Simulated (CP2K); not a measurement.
# PbF2 (Fluorocronite) under changes of volume

One of the cells (17.354 Å³/atom); the others are scaled copies at fixed shape and fractional positions:

```
Pb F
1.0
     4.19125    0.00000    0.00000
     2.09562    3.62973    0.00000
     2.09562    1.20991    3.42214
Pb F
1 2
Cartesian
  0.0000 0.0000 0.0000
  6.2869 3.6297 2.5666
  2.0956 1.2099 0.8555
```

- Program: CP2K 2026.2
- Functional: LDA
- Potentials or basis: GTH_POTENTIALS Pb GTH-PADE-q4, F GTH-PADE-q7; TZVP-MOLOPT-PBE-GTH basis
- Density cutoff: 10204 eV
- k mesh: 8 × 8 × 8
- Occupations: fermi-dirac, width 0.05 eV
- Spin: no spin polarisation

```tsv
volume (Å³/atom)	energy over the lowest point (meV/atom)	pressure (GPa)	gap on the mesh (eV)
16.313	0.00	-0.5	4.15
16.660	2.91	-2.1	4.16
17.007	9.18	-3.6	4.17
17.354	?	?	?
17.701	30.29	-6.0	4.17
18.048	44.50	-7.1	4.16
18.395	60.76	-7.9	4.15
```

Problem. What does the run at 17.354 Å³/atom give?

Solution. Energy over the lowest point 18.42 meV/atom; pressure -4.9 GPa; gap on the mesh 4.17 eV.

Worked out: A Birch-Murnaghan fit of order 3 (a polynomial in V^(-2/3)) to the other rows has its minimum at 16.21 Å³/atom, just outside them, with B0 = V·E''(V) = 85 GPa and B' = 4.7. It gives 18.42 meV/atom at 17.354 Å³/atom, against the run's 18.42, and -dE/dV = -4.9 GPa, against -4.9. A parabola through the other rows of the gap, of slope -0.0171 eV per unit of ln V there, gives 4.17 eV, against the run's 4.17.

Energies are extrapolated to zero smearing.

Caveats: spin-orbit coupling is left out, which as a rule narrows the gap of such compounds by several tenths of an eV; the basis of atomic orbitals isn't converged, which shifts pressures, moduli and gaps.

A mesh can miss the band edges.
